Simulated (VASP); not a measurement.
A run of VASP 6.6.1 is set up as follows.

Contents of POSCAR:

```
Li
1.0
    0.0000000000      2.2214018808      2.2214018808
    2.2214018808      0.0000000000      2.2214018808
    2.2214018808      2.2214018808      0.0000000000
Li
1
Direct
    0.0000000000      0.0000000000      0.0000000000
```

INCAR.step1

```
PREC = Accurate ; ENCUT = 520
ISMEAR = -1 ; SIGMA = 0.15
LREAL = False ; LASPH = True
NELM = 100 ; NBANDS = 8
GGA = PE ; ALGO = Normal
EDIFF = 1E-4 ; LWAVE = True
LCHARG = False
```

File INCAR.step2:

```
PREC = Accurate ; ENCUT = 520
EDIFF = 1E-6 ; ISMEAR = -1
SIGMA = 0.15 ; LREAL = False
LASPH = True ; NELM = 100
ALGO = Normal ; ISIF = 2
LWAVE = False ; LCHARG = False
METAGGA = R2SCAN ; LMIXTAU = True
NBANDS = 8 ; ISTART = 1
```

The input KPOINTS:

```
Automatic mesh
0
Gamma
  9 9 9
```

Potentials or basis: VASP PAW PBE potentials, release 64 (Li_sv).

Launch:

```bash
$ cat potpaw_PBE.64/Li_sv/POTCAR > POTCAR
$ cp INCAR.step1 INCAR
$ mpirun -np 1 vasp_std > vasp.out
$ cp INCAR.step2 INCAR
$ mpirun -np 1 vasp_std > vasp.out
```

Q: Predict the band gap on the k mesh.

A: None (metal or under the smearing width).
